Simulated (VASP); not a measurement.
# Cu10N in VASP: a series of runs, part 2 of 2

VASP 6.6.1.

## Step 3: Single point, rev-vdW-DF2

Contents of INCAR:

```
SYSTEM = Cu10N
  PREC = Normal
  ENCUT = 450
  EDIFF = 1E-7
  ISMEAR = 1
  SIGMA = 0.1
  LREAL = Auto
  LASPH = .TRUE.
  NELM = 80
  ALGO = Fast
  ISIF = 2
  LWAVE = .FALSE.
  LCHARG = .FALSE.
  LDIPOL = .TRUE.
  IDIPOL = 3
  DIPOL = 0.5 0.5 0.480
  GGA = MK
  LUSE_VDW = .TRUE.
  AGGAC = 0.0
  PARAM1 = 0.1234
  PARAM2 = 0.711357
  ZAB_VDW = -1.8867
  LVHAR = .TRUE.
  LVACPOTAV = .TRUE.
  ICORELEVEL = 1
  KPAR = 4
```

Contents of KPOINTS:

```
regular mesh
0
G
  8 8 1
  0 0 0
```

Contents of POSCAR:

```
Cu10N                                   
1.0
    3.6070720000      0.0000000000      0.0000000000
    0.0000000000      3.6070720000      0.0000000000
    0.0000000000      0.0000000000     26.2141440000
  Cu              N             
    10     1
Selective dynamics
Direct
     0.0000000000000000    0.5000000000000000    0.3242524300000014   F   F   F
     0.5000000000000000    0.0000000000000000    0.3242524300000014   F   F   F
     0.5000000000000000    0.5000000000000000    0.3930525399999993   F   F   F
     0.0000000000000000    0.0000000000000000    0.3930525399999993   F   F   F
     0.0002327748815956    0.5002327748815956    0.4616581442121653   T   T   T
     0.4997672251184047    0.9997672251184044    0.4616581442121653   T   T   T
     0.4989812417734315    0.5010187582265685    0.5304392352433634   T   T   T
     0.0010187582265686    0.9989812417734316    0.5304392352433634   T   T   T
     0.0128854306938790    0.5128854306938790    0.6002392208283910   T   T   T
     0.4871145693061208    0.9871145693061210    0.6002392208283910   T   T   T
     0.7500000000000000    0.2500000000000000    0.6445141140542503   T   T   T
```

Potentials or basis: VASP PAW PBE potentials, release 64 (Cu, N).

Started as:

```console
cat potpaw_PBE.64/Cu/POTCAR potpaw_PBE.64/N/POTCAR > POTCAR
mpirun -np 4 vasp_std > vasp.out
```

OUTCAR:

```text
SYSTEM = Cu10N
   PREC = Normal
   ENCUT = 450
   EDIFF = 1E-7
   ISMEAR = 1
   LREAL = Auto
   LASPH = .TRUE.
   NELM = 80
   ISIF = 2
   GGA = MK

 ion  position               nearest neighbor table
   1  0.000  0.500  0.324-   3 2.55   4 2.55   4 2.55   3 2.55   2 2.55   2 2.55   2 2.55   2 2.55

   2  0.500  0.000  0.324-   3 2.55   4 2.55   3 2.55   4 2.55   1 2.55   1 2.55   1 2.55   1 2.55

   3  0.500  0.500  0.393-   5 2.55   6 2.55   5 2.55   6 2.55   2 2.55   2 2.55   1 2.55   1 2.55
                             4 2.55   4 2.55   4 2.55   4 2.55
   4  0.000  0.000  0.393-   5 2.55   6 2.55   5 2.55   6 2.55   2 2.55   1 2.55   2 2.55   1 2.55
                             3 2.55   3 2.55   3 2.55   3 2.55
   5  0.000  0.500  0.462-   3 2.55   4 2.55   7 2.55   8 2.55   4 2.55   3 2.55   6 2.55   6 2.55
                             6 2.55   6 2.55   7 2.55   8 2.55
   6  0.500  1.000  0.462-   3 2.55   4 2.55   7 2.55   8 2.55   4 2.55   3 2.55   5 2.55   5 2.55
                             5 2.55   5 2.55   7 2.55   8 2.55
   7  0.499  0.501  0.530-   9 2.53  10 2.53   8 2.54   6 2.55   5 2.55   8 2.55   8 2.55   6 2.55
                             5 2.55   8 2.56   9 2.60  10 2.60
   8  0.001  0.999  0.530-   9 2.53  10 2.53   7 2.54   6 2.55   5 2.55   7 2.55   7 2.55   6 2.55
                             5 2.55   7 2.56   9 2.60  10 2.60
   9  0.013  0.513  0.600-  11 1.77  10 2.42   7 2.53   8 2.53  10 2.55  10 2.55   7 2.60   8 2.60
                            10 2.68
  10  0.487  0.987  0.600-  11 1.77   9 2.42   7 2.53   8 2.53   9 2.55   9 2.55   7 2.60   8 2.60
                             9 2.68
  11  0.750  0.250  0.645-   9 1.77  10 1.77

  LATTYP: Found a simple tetragonal cell.
 ALAT       =     3.6070720000
 C/A-ratio  =     7.2674302038

  Lattice vectors:

 A1 = (   3.6070720000,   0.0000000000,   0.0000000000)
 A2 = (   0.0000000000,   3.6070720000,   0.0000000000)
 A3 = (   0.0000000000,   0.0000000000,  26.2141440000)

Analysis of symmetry for initial positions (statically):
=====================================================================
 Subroutine PRICEL returns:
 Original cell was already a primitive cell.

 Routine SETGRP: Setting up the symmetry group for a
 simple tetragonal supercell.

 Subroutine GETGRP returns: Found  4 space group operations
 (whereof  2 operations were pure point group operations)
 out of a pool of 16 trial point group operations.

The static configuration has the point symmetry C_1h.
 The point group associated with its full space group is C_2v.

Analysis of symmetry for dynamics (positions and initial velocities):
=====================================================================
 Subroutine PRICEL returns:
 Original cell was already a primitive cell.

 Routine SETGRP: Setting up the symmetry group for a
 simple tetragonal supercell.

 Subroutine GETGRP returns: Found  4 space group operations
 (whereof  2 operations were pure point group operations)
 out of a pool of 16 trial point group operations.

The dynamic configuration has the point symmetry C_1h.
 The point group associated with its full space group is C_2v.

Analysis of constrained symmetry for selective dynamics:
=====================================================================
 Subroutine PRICEL returns:
 Original cell was already a primitive cell.

 Routine SETGRP: Setting up the symmetry group for a
 simple tetragonal supercell.

 Subroutine GETGRP returns: Found  4 space group operations
 (whereof  2 operations were pure point group operations)
 out of a pool of 16 trial point group operations.

[... 121 lines left out ...]
   ISIF   =      2    stress and relaxation
   ISYM   =      2    0-nonsym 1-usesym 2-fastsym
   POTIM  = 0.5000    time-step for ionic-motion
   TEBEG  =    0.0;   TEEND  =   0.0 temperature during run
   PSTRESS=    0.0 pullay stress
   NELECT =     115.0000    total number of electrons
   NUPDOWN=      -1.0000    fix difference up-down
   EMIN   =  10.00;   EMAX   =-10.00  energy-range for DOS
   EFERMI =   0.00;   METHOD = LEGACY
   ISMEAR =     1;   SIGMA  =   0.10  broadening in eV -4-tet -1-fermi 0-gaus
   EFERMI_NEDOS =   21; number of points for ismear=-14 and -15
   IALGO  =     68    algorithm
   IMIX   =      4    mixing-type and parameters
     AMIX     =   0.40;   BMIX     =  1.00
     AMIX_MAG =   1.60;   BMIX_MAG =  1.00
  volume/ion in A,a.u.               =      31.01       209.24
  Fermi-wavevector in a.u.,A,eV,Ry     =   1.139442  2.153234 17.664836  1.298329
  Thomas-Fermi vector in A             =   2.276146
   LORBIT       =      0    0 simple, 1 ext, 2 COOP (PROOUT), +10 PAW based schemes
   GGA     = MK    functional components
   LHFCALC =     F    Hartree Fock is set to
   AEXX    =    0.0000 exact exchange contribution
   IVDW_NL    =     1    kernel type
   BPARAM     = 6.3000
   IVDW    =     0    specifies the selected vdW correction
   LEPSILON=     F    determine dielectric tensor
   LRPA    =     F    only Hartree local field effects (RPA)
 non-spin polarized calculation
 RMM-DIIS sequential band-by-band and
 Methfessel and Paxton  Order N= 1 SIGMA  =   0.10
  energy-cutoff  :      450.00
  volume of cell :      341.07
 maximum number of plane-waves:      7427
   NGX = 13   NGY = 13   NGZ = 91

 dipolmoment           0.000000      0.000000     -0.224824 electrons x Angstroem

 number of electron     115.0000051 magnetization

 dipolmoment           0.000000      0.000000      0.165416 electrons x Angstroem

 Free energy of the ion-electron system (eV)
  ---------------------------------------------------
  ext. energy  EPLUGINS =         0.00000000
  ---------------------------------------------------
  free energy    TOTEN  =       -13.94166939 eV

  energy without entropy =      -13.94343673  energy(sigma->0) =      -13.94225850

 the core state eigenenergies are
   1-  1s  -8848.9781  2s  -1061.2124  2p   -915.6811  3s   -112.8923  3p    -70.2715

   2-  1s  -8848.9781  2s  -1061.2124  2p   -915.6811  3s   -112.8923  3p    -70.2715

   3-  1s  -8849.4528  2s  -1061.7519  2p   -916.2154  3s   -113.3147  3p    -70.6833
[... 11 lines left out ...]
   9-  1s  -8849.9248  2s  -1062.2931  2p   -916.7510  3s   -113.7348  3p    -71.0883

  10-  1s  -8849.9248  2s  -1062.2931  2p   -916.7510  3s   -113.7348  3p    -71.0883

  11-  1s   -377.8756

 E-fermi :  -1.0258     XC(G=0):  -5.8780

 val. band max:       -1.0320390574   @ k =   0.3750   0.2500   0.0000
 cond. band min:      -1.0123704099   @ k =  -0.1250   0.3750   0.0000
 fundamental gap:      0.0196686475
 Fermi energy:        -1.0258289554

 k-point     1 :       0.0000    0.0000    0.0000
  band No.  band energies     occupation
      1     -14.9746      2.00000
      2      -9.9631      2.00000
      3      -8.6929      2.00000
      4      -7.0130      2.00000
      5      -6.0710      2.00000
      6      -6.0404      2.00000
[... 260 lines left out ...]
     51      -2.8591      2.00000
     52      -2.7674      2.00000

------------------------ aborting loop because EDIFF is reached ----------------------------------------

  FORCE on cell =-STRESS in cart. coord.  units (eV):
  Direction    XX          YY          ZZ          XY          YZ          ZX
  --------------------------------------------------------------------------------------
  -------------------------------------------------------------------------------------
  Total       -1.7747355     -1.7747355     -1.2622100      1.5414419     -0.0000000     -0.0000000
  in kB       -8.3367911     -8.3367911     -5.9292108      7.2408982     -0.0000000     -0.0000000
  external PRESSURE =      -7.5342643 kB  Pullay stress =       0.0000000 kB

 VOLUME and BASIS-vectors are now :
 -----------------------------------------------------------------------------
  energy-cutoff  :      450.00
  volume of cell :      341.07
      direct lattice vectors                 reciprocal lattice vectors
     3.607072000  0.000000000  0.000000000     0.277233169  0.000000000  0.000000000
     0.000000000  3.607072000  0.000000000     0.000000000  0.277233169  0.000000000
     0.000000000  0.000000000 26.214144000     0.000000000  0.000000000  0.038147345

 POSITION                                       TOTAL-FORCE (eV/Angst)
 -----------------------------------------------------------------------------------
      0.00000      1.80354      8.50000        -0.003690     -0.003690      0.177051
      1.80354      0.00000      8.50000         0.003690      0.003690      0.177051
      1.80354      1.80354     10.30354        -0.005529      0.005529     -0.179125
      0.00000      0.00000     10.30354         0.005529     -0.005529     -0.179125
      0.00084      1.80438     12.10197         0.010297      0.010297      0.004890
      1.80270      3.60623     12.10197        -0.010297     -0.010297      0.004890
      1.79986      1.80721     13.90501         0.007589     -0.007589      0.000575
      0.00367      3.60340     13.90501        -0.007589      0.007589      0.000575
      0.04648      1.85001     15.73476         0.013192      0.013192      0.003703
      1.75706      3.56059     15.73476        -0.013192     -0.013192      0.003703
      2.70530      0.90177     16.89539         0.000000      0.000000     -0.014190
 -----------------------------------------------------------------------------------
    total drift:                               -0.000007     -0.000007     -0.010224

  FREE ENERGIE OF THE ION-ELECTRON SYSTEM (eV)
  ---------------------------------------------------
  free  energy   TOTEN  =       -13.9416693899 eV

  energy  without entropy=      -13.9434367258  energy(sigma->0) =      -13.94225850

Total vdW correction in eV:     20.9261304

 vacuum level on the upper side and lower side of the slab         6.036         3.734
```

Run time: 6 min. Hardware: 4 MPI ranks of Intel Xeon Platinum 8259CL at 2.50GHz (Skylake/Cascade Lake), shared host; peak memory 0.69 GiB.

Results:

```yaml
Free_energy: -13.9417 eV
Largest_force: 0.179 eV/Å
Band_gap_on_the_k_mesh: none (metal or under the smearing width)
Work_function_of_the_upper_face: 7.06 eV
Work_function_of_the_lower_face: 4.76 eV
```

Forces on the atoms (eV/Å):
```
Cu  -0.004 -0.004  0.177
Cu   0.004  0.004  0.177
Cu  -0.006  0.006 -0.179
Cu   0.006 -0.006 -0.179
Cu   0.010  0.010  0.005
Cu  -0.010 -0.010  0.005
Cu   0.008 -0.008  0.001
Cu  -0.008  0.008  0.001
Cu   0.013  0.013  0.004
Cu  -0.013 -0.013  0.004
N    0.000  0.000 -0.014
```

Core levels (eV, on the scale of the bands):
```tsv
atom	levels
1 Cu	1s -8849.0, 2s -1061.2, 2p -915.7, 3s -112.9, 3p -70.3
2 Cu	1s -8849.0, 2s -1061.2, 2p -915.7, 3s -112.9, 3p -70.3
3 Cu	1s -8849.5, 2s -1061.8, 2p -916.2, 3s -113.3, 3p -70.7
4 Cu	1s -8849.5, 2s -1061.8, 2p -916.2, 3s -113.3, 3p -70.7
5 Cu	1s -8849.5, 2s -1061.8, 2p -916.2, 3s -113.3, 3p -70.7
6 Cu	1s -8849.5, 2s -1061.8, 2p -916.2, 3s -113.3, 3p -70.7
```

Caveat: the cutoff is under 1.25 times the usual one of these potentials, so pressure, stress and relaxed cells hold a basis-set (Pulay) error; the PAW data sets were made with another functional, which shifts forces and pressure a little; the run has no spin polarisation, though such a crystal can be magnetic.
